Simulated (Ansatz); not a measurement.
Pb:

```
Pb
1.0
     0.00000    2.47502    2.47502
     2.47502    0.00000    2.47502
     2.47502    2.47502    0.00000
Pb
1
Direct
  0.00000 0.00000 0.00000
```

Base run:

* Program: Ansatz 0.2.0
* Functional: LDA
* Potentials or basis: all-electron LAPW, scalar-relativistic
* Cutoff: 154 eV (chosen from the basis error)
* Basis error allowed: 0.001 eV/atom
* k mesh: 9 × 9 × 9
* Occupations: fermi-dirac, width 0.05 eV
* Spin: no spin polarisation

Its results: pressure -2.2 GPa.

Problem. The run is repeated on the same cell with these changes: functional from LDA to PBE; occupations from fermi-dirac, width 0.05 eV to gaussian, width 0.028 eV. What comes out?

Solution. Pressure 2.3 GPa.
